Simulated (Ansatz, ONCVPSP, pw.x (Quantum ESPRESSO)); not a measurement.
**pw.x on fcc Mo: one setting changed**

Potential: optimised norm-conserving Vanderbilt (ONCV), ONCVPSP 4.0.1.1 (patched build), PBE; core [Ar] 3d10, reference 4s2 4p6 4d5 5s0.75; waves: 4s+5s: rc 1.95 bohr, ncon 4, nbas 7, qcut 5.5 1/bohr, 2 projectors; 4p: rc 1.60 bohr, ncon 5, nbas 9, qcut 7.9 1/bohr, 2 projectors, debl 2.9 Ha; 4d: rc 1.95 bohr, ncon 5, nbas 9, qcut 8.6 1/bohr, 2 projectors, debl 3.7 Ha; f scattering state at 0.27 Ha: rc 1.75 bohr, ncon 4, nbas 8, qcut 7.3 1/bohr, 2 projectors, debl 0.4 Ha; local part: polynomial inside 1.45 bohr (lpopt 5, dvloc0 -1 Ha); core correction: none.

The reference run (k-mesh 14³, cutoffs 70/280 Ry, Fermi–Dirac 0.01 Ry, mixing_beta 0.4, conv_thr 1e-9, no spin) gives 0.32 GPa at 16.027 Å³/atom, where all-electron LAPW gives 0.44 GPa. This run, with its own iteration cap, changes smearing to mv.

```
&control
  calculation='scf', prefix='x', pseudo_dir='./', outdir='./tmp', tstress=.true., disk_io='none'
/
&system
  ibrav=0, nat=1, ntyp=1, ecutwfc=70, ecutrho=280, nbnd=15,
  occupations='smearing', smearing='mv', degauss=0.01
/
&electrons
  conv_thr=1e-09, mixing_beta=0.4, electron_maxstep=60
/
ATOMIC_SPECIES
Mo 1.0 Mo.UPF
CELL_PARAMETERS angstrom
  0.00000000 2.00112437 2.00112437
  2.00112437 0.00000000 2.00112437
  2.00112437 2.00112437 0.00000000
ATOMIC_POSITIONS crystal
Mo 0.0000 0.0000 0.0000
K_POINTS automatic
14 14 14 0 0 0
```

```bash
pw.x < Mo.scf.in > Mo.scf.out
```

Task: How does the run end?

Result: It converges in 9 iterations; the free energy moves by +38.6 meV/atom and the pressure by -0.77 GPa. This scheme is built to cancel the term in the square of the width that Fermi–Dirac smearing leaves in the F of a metal.

```
Message from routine setup:
     using ibrav=0 with symmetry is DISCOURAGED, use correct ibrav instead
     lattice parameter (alat)  =       5.3480  a.u.
     unit-cell volume          =     108.1556 (a.u.)^3
     number of electrons       =        14.00
     number of Kohn-Sham states=           15
     kinetic-energy cutoff     =      70.0000  Ry
     charge density cutoff     =     280.0000  Ry
     scf convergence threshold =      1.0E-09
     Exchange-correlation= PBE
     number of k points=   104  Marzari-Vanderbilt smearing, width (Ry)=  0.0100
     iteration #  1     ecut=    70.00 Ry     beta= 0.40
     total energy              =    -137.20067739 Ry
     estimated scf accuracy    <       0.27800550 Ry
     iteration #  2     ecut=    70.00 Ry     beta= 0.40
     total energy              =    -137.21928282 Ry
     estimated scf accuracy    <       0.02118847 Ry
     iteration #  3     ecut=    70.00 Ry     beta= 0.40
     total energy              =    -137.22294779 Ry
     estimated scf accuracy    <       0.00111829 Ry
     iteration #  4     ecut=    70.00 Ry     beta= 0.40
     total energy              =    -137.22299619 Ry
     estimated scf accuracy    <       0.00027554 Ry
     iteration #  5     ecut=    70.00 Ry     beta= 0.40
     total energy              =    -137.22305005 Ry
     estimated scf accuracy    <       0.00000124 Ry
     iteration #  6     ecut=    70.00 Ry     beta= 0.40
     total energy              =    -137.22305039 Ry
     estimated scf accuracy    <       0.00000059 Ry
     iteration #  7     ecut=    70.00 Ry     beta= 0.40
     total energy              =    -137.22305048 Ry
     estimated scf accuracy    <       0.00000002 Ry
     iteration #  8     ecut=    70.00 Ry     beta= 0.40
     total energy              =    -137.22305048 Ry
     estimated scf accuracy    <          2.9E-09 Ry
     iteration #  9     ecut=    70.00 Ry     beta= 0.40
     the Fermi energy is    20.2249 ev
!    total energy              =    -137.22305048 Ry
     estimated scf accuracy    <          2.5E-10 Ry
     smearing contrib. (-TS)   =       0.00006687 Ry
     The total energy is F=E-TS. E is the sum of the following terms:
     one-electron contribution =     -21.52772408 Ry
     hartree contribution      =      18.82250077 Ry
     xc contribution           =     -15.70066958 Ry
     ewald contribution        =    -118.81722445 Ry
     convergence has been achieved in   9 iterations
          total   stress  (Ry/bohr**3)                   (kbar)     P=       -4.48
     Message from routine punch:
     Nothing written, as per user request (disk_io='none')
```

The run took about 41 s on one core of a shared host (Neoverse-N1, 64 threads, 124 GiB, load 54).
